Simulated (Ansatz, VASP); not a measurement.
# In: VASP beside Ansatz

```
In
1.0
     3.22410    0.00000    0.00000
     0.00000    3.22410    0.00000
     0.00000    0.00000    3.22410
In
1
Direct
  0.00000 0.00000 0.00000
```

Alike in both runs: task single point; functional RPBE; k mesh 11 × 11 × 11; occupations fermi-dirac, width 0.1 eV; no spin polarisation.

|  | VASP | Ansatz |
| --- | --- | --- |
| version | VASP 6.6.1 | Ansatz 0.2.0 |
| potentials or method | VASP PAW PBE potentials, release 64 (In_d) | plane waves (420 eV) with PAW, scalar-relativistic |
| plane-wave cutoff (eV) | 520 | 420 |
| valence electrons in the cell | 13 | 13 |

```tsv
	VASP	Ansatz	Ansatz less VASP
pressure (GPa)	-1.5	-1.5	+0.03
```

With one functional, cell and mesh, what is left measures potentials, basis and numerics.

Caveats: the PAW data sets were made with another functional, which shifts forces and pressure a little (VASP).
